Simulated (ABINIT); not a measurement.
# Bi (C2/m) in ABINIT: band structure with PBEsol

Aim: the band structure of Bi with PBEsol.

All numbers are computed with ABINIT 10.8.3 (patched build); they aren't measurements. Logs are shortened: lines on timing, memory, paths and dates and some standing lists are left out, and cuts for length are marked. The log counts tension as positive stress, the text compression.

## Step 1: The crystal as given

The structure is monoclinic, space group C2/m (No. 12). The conventional cell has a = 6.977 Å, b = 6.265 Å, c = 3.359 Å, α = 90.00°, β = 112.04°, γ = 90.00°. Bi (site symmetry m) has 6 Bi at 3.21 to 3.45 Å as nearest neighbours.

This isn't the form of Bi at room conditions, which is rhombohedral.

## Step 2: Band structure, PBEsol

run.abi

```
ndtset 2

pp_dirpath "./"
pseudos "Bi.upf"

acell 4.6886416937 4.6886416937 3.3589262954 Angstrom
rprim
     0.7440530175    -0.6681205783     0.0000000000
     0.7440530175     0.6681205783     0.0000000000
    -0.3751898342     0.0000000000     0.9269479965
ntypat 1
znucl 83
natom 2
typat 1 1
xcart
     4.1737513922     0.0000000000     2.6695017261
     1.5432096078     0.0000000000     0.4440482739 Angstrom
chkprim 0
chksymtnons 0
tolsym 1.0e-6

ecut 897.975746 eV

ixc -116133

occopt 3
tsmear 0.05 eV

nstep 100

iomode 3
prtwf 0
prteig 0
prtebands 0
enunit 1
prtden1 1

kptopt1 1
ngkpt1 6 6 9
nshiftk1 1
shiftk1 0.0 0.0 0.0
nband1 19
tolvrs1 1.0e-10

iscf2 -2
getden2 1
nband2 25
nbdbuf2 4
tolwfr2 1.0e-11
kptopt2 -6
ndivsm2 8
prteig2 1
kptbounds2
     0.0000000000     0.0000000000     0.0000000000
    -0.5600545268    -0.5600545268    -0.3879946710
    -0.2923401794    -0.2923401794    -0.5750158585
    -0.8277688743    -0.8277688743     0.7990265165
     0.0000000000     0.0000000000     0.5000000000
    -0.5000000000     0.5000000000     0.5000000000
    -0.7076598206     0.2923401794     0.5750158585
```

Potentials or basis: PseudoDojo NC SR PBEsol v0.4.1 standard.

Started as:

```
$ abinit run.abi > log 2>&1
```

run.abo:

```text
.Version 10.8.3 of ABINIT
 DATASET    1 : space group C2/m (# 12); Bravais mC (1-face-center monocl.)
================================================================================
 Values of the parameters that define the memory need for DATASET  1.
     intxc =       0    ionmov =       0      iscf =       7    lmnmax =       6
     lnmax =       6     mgfft =      48  mpssoang =       3    mqgrid =    3001
     natom =       2  nloc_mem =       1    nspden =       1   nspinor =       1
    nsppol =       1      nsym =       4    n1xccc =    2501    ntypat =       1
    occopt =       3   xclevel =       2
       mpw =        4183          nfft =       82944          nkpt =          97
================================================================================
================================================================================

 DATASET    2 : space group C2/m (# 12); Bravais mC (1-face-center monocl.)
================================================================================
 Values of the parameters that define the memory need for DATASET  2.
     intxc =       0    ionmov =       0      iscf =      -2    lmnmax =       6
     lnmax =       6     mgfft =      48  mpssoang =       3    mqgrid =    3001
     natom =       2  nloc_mem =       1    nspden =       1   nspinor =       1
    nsppol =       1      nsym =       4    n1xccc =    2501    ntypat =       1
    occopt =       3   xclevel =       2
       mpw =        4194          nfft =       82944          nkpt =         161
================================================================================
================================================================================

--------------------------------------------------------------------------------
------------- Echo of variables that govern the present computation ------------
--------------------------------------------------------------------------------
 -outvars: echo values of preprocessed input variables --------
            acell      8.8602487036E+00  8.8602487036E+00  6.3474507754E+00 Bohr
              amu      2.08980370E+02
          chkprim           0
      chksymtnons           0
             ecut      3.30000000E+01 Hartree
           enunit           1
           getden1          0
           getden2          1
             iscf1          7
             iscf2         -2
                       outvar_i_n : Printing only first  50 k-points.
              ixc     -116133
           jdtset        1    2
                       outvar_i_n : Printing only first  50 k-points.
           kptopt1          1
           kptopt2         -6
         kptrlatt        6    0    0      0    6    0      0    0    9
          kptrlen1     5.31614922E+01
          kptrlen2     3.00000000E+01
            natom           2
            nband1         19
            nband2         25
           nbdbuf1          0
[... 1852 lines left out ...]
...

 Integrated electronic density in atomic spheres:
 ------------------------------------------------
 Atom  Sphere_radius  Integrated_density
    1        2.00000         10.72093055
    2        2.00000         10.72093055
================================================================================

 ----iterations are completed or convergence reached----

 Mean square residual over all n,k,spin=   43.139E-13; max=  99.964E-13
 reduced coordinates (array xred) for    2 atoms
       0.753060999952      0.753060999952      0.857382000024
       0.246938999984      0.246938999984      0.142618000004

 cartesian coordinates (angstrom) at end:
    1      4.17375139220000    -0.00000000000000     2.66950172610000
    2      1.54320960780000     0.00000000000000     0.44404827390000
 length scales=  8.860248703605  8.860248703605  6.347450775416 bohr
              =  4.688641693700  4.688641693700  3.358926295400 angstroms
 Eigenvalues (   eV  ) for nkpt= 161  k points:
 kpt#   1, nband= 25, wtk=  1.00000, kpt=  0.0000  0.0000  0.0000 (reduced coord)
 -17.73812  -17.70560  -17.66170  -17.63992  -17.55532  -17.53151  -17.51626  -17.50580
 -17.47636  -17.38762   -7.93899   -4.02249    2.10483    2.38733    7.91093    8.24752
   8.91022    9.27982    9.44252   11.83514   13.41190   13.93154   14.51956   15.55264
  15.82850
 kpt#   2, nband= 25, wtk=  1.00000, kpt= -0.0170 -0.0170 -0.0118 (reduced coord)
 -17.73746  -17.70540  -17.66142  -17.63952  -17.55538  -17.53177  -17.51640  -17.50568
 -17.47665  -17.38827   -7.93159   -4.03491    2.09353    2.41858    7.93683    8.13654
   8.91789    9.17532    9.50733   11.92022   13.43022   13.98525   14.54868   15.44839
  15.93970
 kpt#   3, nband= 25, wtk=  1.00000, kpt= -0.0339 -0.0339 -0.0235 (reduced coord)
 -17.73553  -17.70478  -17.66058  -17.63833  -17.55553  -17.53255  -17.51680  -17.50530
 -17.47752  -17.39021   -7.90944   -4.07126    2.06041    2.51134    7.84501    8.01355
   8.94106    8.98084    9.56986   12.14766   13.49736   14.12932   14.63752   15.28457
  16.19110
 kpt#   4, nband= 25, wtk=  1.00000, kpt= -0.0509 -0.0509 -0.0353 (reduced coord)
 -17.73239  -17.70374  -17.65918  -17.63637  -17.55578  -17.53389  -17.51747  -17.50463
[... 774 lines left out ...]
 -17.67820  -17.62038  -17.60853  -17.58951  -17.58223  -17.57057  -17.52773  -17.50496
 -17.44358  -17.41221   -5.61569   -3.68969    1.71189    2.69374    3.11141    4.01247
   6.47995    7.60018    9.97227   11.63699   13.65639   15.55026   16.42561   18.67634
  18.92888
 kpt# 160, nband= 25, wtk=  1.00000, kpt= -0.6817  0.3183  0.5656 (reduced coord)
 -17.68314  -17.61947  -17.61037  -17.59043  -17.58551  -17.56398  -17.53163  -17.50110
 -17.44549  -17.40916   -5.74310   -3.58900    1.81495    2.77224    3.16955    3.91683
   6.54452    7.61995   10.01856   11.23713   13.50057   15.50518   16.58696   18.99428
  19.23927
 kpt# 161, nband= 25, wtk=  1.00000, kpt= -0.7077  0.2923  0.5750 (reduced coord)
 -17.68791  -17.61837  -17.61147  -17.59399  -17.58584  -17.55835  -17.53524  -17.49757
 -17.44778  -17.40644   -5.86626   -3.49753    1.92101    2.83762    3.23085    3.86131
   6.61579    7.58254   10.19281   10.86314   13.34986   15.38128   16.46711   19.09781
  19.40824

== END DATASET(S) ==============================================================
================================================================================

 -outvars: echo values of variables after computation  --------
            acell      8.8602487036E+00  8.8602487036E+00  6.3474507754E+00 Bohr
           etotal1    -1.6385403824E+02
            fcart1     8.8917123718E-04  1.4268803112E-20  4.8506861006E-04
                      -8.8917123718E-04 -1.4268803112E-20 -4.8506861006E-04
            rprim      7.4405301750E-01 -6.6812057830E-01  0.0000000000E+00
                       7.4405301750E-01  6.6812057830E-01  0.0000000000E+00
                      -3.7518983420E-01  0.0000000000E+00  9.2694799650E-01
           strten1     8.0606066337E-05  1.0790778068E-04  6.1489064223E-05
                       0.0000000000E+00  7.3567271711E-06  0.0000000000E+00
           xangst      4.1737513922E+00 -1.3460226068E-16  2.6695017261E+00
                       1.5432096078E+00  5.4967392361E-17  4.4404827390E-01
             xred      7.5306099995E-01  7.5306099995E-01  8.5738200002E-01
                       2.4693899998E-01  2.4693899998E-01  1.4261800000E-01
 Calculation completed.
```

Wall time 7.7 min (1 thread of Arm Neoverse V1, shared host); peak memory 0.33 GiB.

Results:

| Item | Value |
| --- | --- |
| Free energy | -4458.6955 eV |
| Pressure | -2.5 GPa |
| Largest force | 0.052 eV/Å |
| Band gap on the k mesh | none (metal or under the smearing width) |
| Valence electrons inside the program's atomic spheres | Bi 10.72 (radii [1.0584] Å) |

Forces on the atoms (eV/Å):
```
Bi   0.046  0.000  0.025
Bi  -0.046  0.000 -0.025
```

Levels at the corners of the path, in eV from the Fermi level:
| point | band 14 | band 15 | band 16 | band 17 | band 18 | band 19 |
| --- | --- | --- | --- | --- | --- | --- |
| Γ | -2.78 | 2.75 | 3.08 | 3.75 | 4.12 | 4.28 |
| Y | -2.63 | -2.12 | -0.63 | 1.74 | 1.75 | 5.87 |
| F | -2.33 | -1.93 | -1.30 | 1.45 | 2.42 | 5.03 |
| H | -1.89 | 0.60 | 1.03 | 2.14 | 3.35 | 3.70 |
| Z | -2.46 | -1.61 | 1.19 | 1.49 | 1.54 | 6.12 |
| I | -2.82 | -2.23 | -0.43 | 1.13 | 1.65 | 6.15 |
| F1 | -2.33 | -1.93 | -1.30 | 1.45 | 2.42 | 5.03 |

Caveat: spin-orbit coupling is left out, which moves the levels of the heavy elements.
